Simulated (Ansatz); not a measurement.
The cell is monoclinic HfO2 (relaxed group P2_1/c); cell and atoms were relaxed with r2SCAN. The symmetry is P2_1/c (No. 14, monoclinic); a = 5.114 Å, b = 5.181 Å, c = 5.295 Å, β = 99.5° in the conventional setting, 11.53 Å³ an atom. Hf is surrounded by 7 O at 2.04–2.25 Å; O is surrounded by 4 Hf at 2.14–2.25 Å; O is surrounded by 3 Hf at 2.04–2.14 Å.

```cif
data_structure
_symmetry_space_group_name_H-M 'P2_1/c'
_symmetry_Int_Tables_number 14
_cell_length_a 5.1139
_cell_length_b 5.1814
_cell_length_c 5.2950
_cell_angle_alpha 90.000
_cell_angle_beta 99.455
_cell_angle_gamma 90.000
_cell_volume 138.40
loop_
_atom_site_label
_atom_site_type_symbol
_atom_site_symmetry_multiplicity
_atom_site_Wyckoff_symbol
_atom_site_fract_x
_atom_site_fract_y
_atom_site_fract_z
_atom_site_occupancy
Hf1 Hf 4 e 0.27619 0.45818 0.70819 1
O1 O 4 e 0.44793 0.74232 0.97851 1
O2 O 4 e 0.07015 0.33387 0.34395 1
```

4 runs of Ansatz on this cell differ in the functional (and in the settings that go with it). Levels are in eV from each run's valence top; v1 is the last filled band, c1 the first empty one.

Run A, mean stress 0.0 GPa (compression positive):
```tsv
point	v5	v3	v1	c1	c2	c3
Γ	-1.02	-0.52	0.00	5.04	5.65	5.72
Z	-1.13	-0.84	-0.47	5.56	5.56	6.13
D	-0.95	-0.93	-0.66	5.49	5.49	5.67
```

Run B, mean stress +5.6 GPa (compression positive):
```tsv
point	v5	v3	v1	c1	c2	c3
Γ	-1.01	-0.50	0.00	4.55	5.13	5.23
Z	-1.11	-0.83	-0.45	5.05	5.05	5.61
D	-0.92	-0.90	-0.63	4.99	4.99	5.17
```

Run C, mean stress +0.1 GPa (compression positive):
```tsv
point	v5	v3	v1	c1	c2	c3
Γ	-1.09	-0.54	0.00	6.93	7.61	7.67
Z	-1.20	-0.89	-0.50	7.48	7.48	8.12
D	-1.00	-0.97	-0.69	7.44	7.44	7.63
```

Run D, mean stress 0.0 GPa (compression positive):
```tsv
point	v5	v3	v1	c1	c2	c3
Γ	-1.08	-0.54	0.00	6.17	6.84	6.90
Z	-1.19	-0.88	-0.50	6.71	6.71	7.34
D	-1.00	-0.97	-0.69	6.67	6.67	6.86
```

Problem. Match the runs to PBE, r2SCAN, HSE06, PBE0.

Solution. A is r2SCAN, B is PBE, C is PBE0, D is HSE06. In order of the gap: PBE 4.09, r2SCAN 4.60, HSE06 5.69, PBE0 6.45 eV.

Calculated for a static, non-magnetic cell.

Spin-orbit coupling is left out, which matters wherever the heavy atoms make up the band edges.

The program warns that its thresholds are loose for a hybrid's stress.

The meshes of the hybrids are coarse, so their gaps aren't converged to the digits shown.
